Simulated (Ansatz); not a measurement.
BaHfO$_{3}$: phonons across the zone

All numbers below come from DFT PBE, scalar-relativistic, plane waves, PAW (Ansatz 0.2.0). Cutoff 420 eV, 6×6×6 k-points (Γ-centred), fixed occupations. No spin polarisation. Phonons by linear response, acoustic sum rule imposed.

The cell, relaxed at this level:
```
Ba Hf O
1.0
     4.20616    0.00000    0.00000
     0.00000    4.20616    0.00000
     0.00000    0.00000    4.20616
Ba Hf O
1 1 3
Cartesian
  2.1031 2.1031 2.1031
  0.0000 0.0000 0.0000
  0.0000 2.1031 0.0000
  0.0000 0.0000 2.1031
  2.1031 0.0000 0.0000
```

The cell was found from a structure generator's guess, not taken from experiment. Spin–orbit coupling is left out, which matters for heavy elements. The q mesh is coarse, so values between its points are rough.

Force constants from linear response on a 2×2×2 q mesh.

(1) Is the structure dynamically stable on this mesh?

(2) Give the frequencies (cm⁻¹; i marks imaginary ones) at the irreducible q points, in fractions of the reciprocal vectors, the Γ row without the LO field.

## Answers

(1) Yes, on this mesh: no mode is imaginary.

(2)
```csv
q,star,frequencies
0.000 0.000 0.000,1,0 0 0 95 95 95 179 179 179 202 202 202 495 495 495
0.000 0.000 -0.500,3,78 78 91 91 131 168 201 201 238 266 266 394 481 481 706
0.000 -0.500 -0.500,3,78 78 78 82 105 177 177 277 277 296 296 404 463 549 753
-0.500 -0.500 -0.500,1,26 26 26 97 97 97 212 212 212 365 365 365 540 540 783
```
